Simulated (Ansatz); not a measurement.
**Property card for AlN**

These are results of DFT PBE, scalar-relativistic, plane waves, PAW in Ansatz, not measurements.

Cutoff 420 eV; k points 10×10×10 on the computed 2-atom cell (Γ-centred); Gaussian smearing, width 0.02 eV; no spin polarisation.

The structure is relaxed at this level of theory with its symmetry kept. This zinc-blende form isn't the usual stable structure of the compound.

```cif
data_structure
_symmetry_space_group_name_H-M 'P 1'
_symmetry_Int_Tables_number 1
_cell_length_a 3.1135
_cell_length_b 3.1135
_cell_length_c 3.1135
_cell_angle_alpha 60.000
_cell_angle_beta 60.000
_cell_angle_gamma 60.000
_cell_volume 21.34
loop_
_atom_site_label
_atom_site_type_symbol
_atom_site_fract_x
_atom_site_fract_y
_atom_site_fract_z
_atom_site_occupancy
Al1 Al 0.00000 0.00000 0.00000 1
N1 N 0.75000 0.75000 0.75000 1
```

| Quantity | Value |
| --- | --- |
| Space group | F-43m (No. 216) |
| Volume per atom | 10.67 Å³ |
| Formation energy from the elements' standard states (uncorrected) | -1.347 eV/atom |
| Kohn–Sham band gap | 3.31 eV, indirect from Γ to X |
| Löwdin character of the top 1 eV of the valence band | N 2p 89 %, Al 3p 8 % |
| Löwdin character of the lowest 1 eV of the conduction band | Al 3p 60 %, N 2s 17 %, N 2p 7 %, unprojected 14 % |
| Electron masses at the edge by Cartesian direction of the standard setting (m_e; degenerate bands sorted by energy; no spin-orbit coupling) | x: 0.52; y: 0.33; z: 0.33 |
| Hole masses at the edge by Cartesian direction of the standard setting (m_e; degenerate bands sorted by energy; no spin-orbit coupling) | x: 1.5, 1.5, 0.31; y: 1.5, 1.5, 0.31; z: 1.5, 1.5, 0.31 |
| Bulk modulus | 193 GPa |
| Its pressure derivative | 3.9 |
| Electronic dielectric constant xx, yy, zz of the standard setting (independent particles) | 4.8, 4.8, 4.8 |
| Bader charges (e) | Al (1 in the cell) 2.42, N (1 in the cell) -2.42 |